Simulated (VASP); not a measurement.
Wanted: the native input for a VASP 6.6.1 run.

```yaml
Task: relaxation of cell and atoms
Functional: PBE
Potentials_or_basis: VASP PAW PBE potentials, release 64 (Be, Te)
Cutoff: 600 eV
k_mesh: 8 × 8 × 8
Occupations: gaussian, width 0.03 eV
Spin: no spin polarisation
Further_INCAR_settings: ALGO = Normal; EDIFF = 1e-06; IBRION = 2; EDIFFG = -0.01; NSW = 90; ISIF = 3
```

The structure of BeTe lies in POSCAR:

```
BeTe
1.0
    0.0000000000      2.7700000000      2.7700000000
    2.7700000000      0.0000000000      2.7700000000
    2.7700000000      2.7700000000      0.0000000000
Be Te
1 1
Direct
    0.0000000000      0.0000000000      0.0000000000
    0.2500000000      0.2500000000      0.2500000000
```

These files were run (other wordings do the same):

INCAR

```
  PREC = Accurate
  ENCUT = 600
  EDIFF = 1E-6
  ISMEAR = 0
  SIGMA = 0.03
  LREAL = F
  LASPH = T
  NELM = 80
  ALGO = Normal
  ISIF = 3
  LWAVE = F
  LCHARG = F
  GGA = PE
  IBRION = 2
  NSW = 90
  EDIFFG = -0.01
```

KPOINTS

```
regular mesh
0
Gamma
  8 8 8
```

Potentials or basis: VASP PAW PBE potentials, release 64 (Be, Te).

Launch:

```sh
$ cat potpaw_PBE.64/Be/POTCAR potpaw_PBE.64/Te/POTCAR > POTCAR
$ mpirun -np 1 vasp_std > vasp.out
```

It gave:

```json
{
  "Relaxed volume": "22.76 Å³/atom",
  "Relaxed cell": "a = 4.008 Å, b = 4.008 Å, c = 4.008 Å, α = 60.00°, β = 60.00°, γ = 60.00°",
  "Space group after relaxing (to 0.05 Å)": "F-43m (No. 216)",
  "Energy gained by relaxing": "19.8 meV/atom",
  "Ionic steps": "3",
  "Pressure after relaxing": "0.0 GPa",
  "Band gap on the k mesh": "2.02 eV, indirect (least direct gap 3.63 eV)"
}
```

Caveat: spin-orbit coupling is left out, which moves the levels of the heavy elements.

It took 29 s on 1 thread of Intel(R) Xeon(R) Platinum 8175M CPU @ 2.50GHz (Skylake/Cascade Lake), with other jobs on the host, peak memory 0.19 GiB.
